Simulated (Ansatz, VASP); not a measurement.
**Two plane-wave programs on CsPbCl3**

```
CELL_PARAMETERS angstrom
5.67707 0.00000 0.00000
0.00000 5.67707 0.00000
0.00000 0.00000 5.67707
ATOMIC_POSITIONS crystal
Cs 0.00000 0.00000 0.00000
Pb 0.50000 0.50000 0.50000
Cl 0.50000 0.50000 0.00000
Cl 0.50000 0.00000 0.50000
Cl 0.00000 0.50000 0.50000
```

Alike in both runs: task single point; functional PBE; k mesh 4 × 4 × 4; no spin polarisation.

|  | VASP | Ansatz |
| --- | --- | --- |
| version | VASP 6.6.1 | Ansatz 0.2.0 |
| potentials or method | VASP PAW PBE potentials, release 64 (Cs_sv, Pb_d, Cl) | plane waves, PAW |
| plane-wave cutoff (eV) | 520 | 420 |
| occupations | gaussian, width 0.01 eV | fixed |
| valence electrons in the cell | 44 | 44 |

VASP gave:

| Quantity | Value |
| --- | --- |
| gap on the k mesh at the Fermi level (eV) | 2.10 |

Q: Which values does Ansatz return?

A: gap on the k mesh at the Fermi level (eV): 2.09.

Caveats: spin-orbit coupling is left out, which as a rule narrows the gap of such compounds by several tenths of an eV. Expect the measured gap to be larger: semilocal functionals such as PBE lack the derivative discontinuity. A k mesh can miss the band edges.
